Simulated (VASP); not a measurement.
A convergence study with VASP on NaBr (rock salt): one setting is varied, all else stays as given below, so the limit is that of these other settings.

```yaml
crystal:
  lattice:
    - [0.00000, 2.98500, 2.98500]
    - [2.98500, 0.00000, 2.98500]
    - [2.98500, 2.98500, 0.00000]
  atoms:
    - { symbol: Na, position: [0.00000, 0.00000, 0.00000] }
    - { symbol: Br, position: [0.50000, 0.50000, 0.50000] }
```

These are PBE GGA, VASP's PBE PAW potentials (set 64) (plane waves; VASP 6.6.1) values and carry that method's errors. The tightest run used: 550 eV cut-off, 17×17×17 Γ-centred mesh, tetrahedra with Blöchl corrections, potentials Na_pv Br.

The reference is 17×17×17 mesh, which took about 3 core-minutes. Costs are core time on shared hosts, one run each; read them as rough ratios.

Problem. Of the settings 3×3×3 mesh; 4×4×4 mesh; 5×5×5 mesh; 6×6×6 mesh; 7×7×7 mesh; 8×8×8 mesh; 9×9×9 mesh; 10×10×10 mesh; 11×11×11 mesh; 12×12×12 mesh; 13×13×13 mesh; 14×14×14 mesh; 15×15×15 mesh; 16×16×16 mesh; 17×17×17 mesh, which is the lowest that keeps the difference from the reference in E (eV/atom) within 0.01 from there on, and what does it cost?

Solution. 4×4×4 mesh; its cost over the reference is about 1/10.
```json
[
 {"setting": "3×3×3 mesh", "difference in E (eV/atom)": "0.0147", "cost over the reference": "about 1/10"},
 {"setting": "4×4×4 mesh", "difference in E (eV/atom)": "0.0017", "cost over the reference": "about 1/10"},
 {"setting": "5×5×5 mesh", "difference in E (eV/atom)": "0.0002", "cost over the reference": "about 1/9"},
 {"setting": "6×6×6 mesh", "difference in E (eV/atom)": "0.0000", "cost over the reference": "about 1/8"},
 {"setting": "7×7×7 mesh", "difference in E (eV/atom)": "0.0000", "cost over the reference": "about 1/5"},
 {"setting": "8×8×8 mesh", "difference in E (eV/atom)": "0.0000", "cost over the reference": "about 1/6"},
 {"setting": "9×9×9 mesh", "difference in E (eV/atom)": "0.0000", "cost over the reference": "about 1/5"},
 {"setting": "10×10×10 mesh", "difference in E (eV/atom)": "0.0000", "cost over the reference": "about 1/4"},
 {"setting": "11×11×11 mesh", "difference in E (eV/atom)": "0.0000", "cost over the reference": "about 1/3"},
 {"setting": "12×12×12 mesh", "difference in E (eV/atom)": "0.0000", "cost over the reference": "about 1/2"},
 {"setting": "13×13×13 mesh", "difference in E (eV/atom)": "0.0000", "cost over the reference": "about 1/2"},
 {"setting": "14×14×14 mesh", "difference in E (eV/atom)": "0.0000", "cost over the reference": "within a factor of 2"},
 {"setting": "15×15×15 mesh", "difference in E (eV/atom)": "0.0000", "cost over the reference": "within a factor of 2"},
 {"setting": "16×16×16 mesh", "difference in E (eV/atom)": "0.0000", "cost over the reference": "within a factor of 2"},
 {"setting": "17×17×17 mesh", "difference in E (eV/atom)": "0.0000", "cost over the reference": "reference"}
]
```

Left out are rungs that failed or repeat a setting and relaxations that didn't move; long series are thinned to 24 rows.

The compound is NaBr in the rock salt structure. The cell was not relaxed at this level.
